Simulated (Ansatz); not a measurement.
Crystal: Bi2Se3 (Paraguanajuatite).

```
CELL_PARAMETERS angstrom
2.07150 1.19598 9.54533
-2.07150 1.19598 9.54533
0.00000 -2.39196 9.54533
ATOMIC_POSITIONS crystal
Bi 0.59920 0.59920 0.59920
Bi 0.40080 0.40080 0.40080
Se 0.78830 0.78830 0.78830
Se 0.21170 0.21170 0.21170
Se 0.00000 0.00000 0.00000
```

* Program: Ansatz 0.2.0
* Task: relaxation of cell and atoms
* Functional: revPBE
* Potentials or basis: Ansatz PAW
* Cutoff: 420 eV (not typed: the program's choice for these potentials)
* k mesh: 8 × 8 × 8
* Occupations: fermi-dirac, width 0.05 eV
* Spin: no spin polarisation

At the start: volume 28.38 Å³/atom.

How do energy, volume and symmetry change on relaxing?

It ends after 14 steps and the volume is 37.69 Å³/atom (+32.8 %); space group R-3m (No. 166, to 0.05 Å).

The path:
| step | energy change (eV) | largest force (eV/Å) | volume (Å³) |
| --- | --- | --- | --- |
| 1 | 0.0000 | 0.1606 | 141.89 |
| 2 | -0.0948 | 0.4610 | 160.33 |
| 3 | -0.1721 | 0.0225 | 159.57 |
| 4 | -0.1994 | 0.0843 | 161.07 |
| 5 | -0.2192 | 0.0632 | 166.39 |
| 6 | -0.2228 | 0.1020 | 171.45 |
| 7 | -0.2243 | 0.0036 | 170.89 |
| 8 | -0.2368 | 0.0048 | 170.89 |
| 9 | -0.2441 | 0.0198 | 174.97 |
| 10 | -0.2512 | 0.0024 | 181.79 |
| 11 | -0.2524 | 0.0031 | 184.49 |
| 12 | -0.2528 | 0.0051 | 188.85 |
| 13 | -0.2528 | 0.0025 | 188.44 |
| 14 | -0.2552 | 0.0029 | 188.44 |

Final structure:
```cif
data_structure
_symmetry_space_group_name_H-M 'P 1'
_symmetry_Int_Tables_number 1
_cell_length_a 12.4532
_cell_length_b 12.4532
_cell_length_c 12.4532
_cell_angle_alpha 19.515
_cell_angle_beta 19.515
_cell_angle_gamma 19.515
_cell_volume 188.44
loop_
_atom_site_label
_atom_site_type_symbol
_atom_site_fract_x
_atom_site_fract_y
_atom_site_fract_z
_atom_site_occupancy
Bi1 Bi 0.61305 0.61305 0.61305 1
Bi2 Bi 0.38695 0.38695 0.38695 1
Se1 Se 0.76286 0.76286 0.76286 1
Se2 Se 0.23714 0.23714 0.23714 1
Se3 Se 0.00000 0.00000 0.00000 1
```

Caveat: the volume moved by over 15 % at a fixed basis, so the end points are rough; the plane-wave basis is chosen anew once the cell has moved, so the energies of steps on either side of that aren't comparable; the PAW data sets come from PBE, with cores solved anew for the run's functional, which leaves a small shift of forces and pressure.
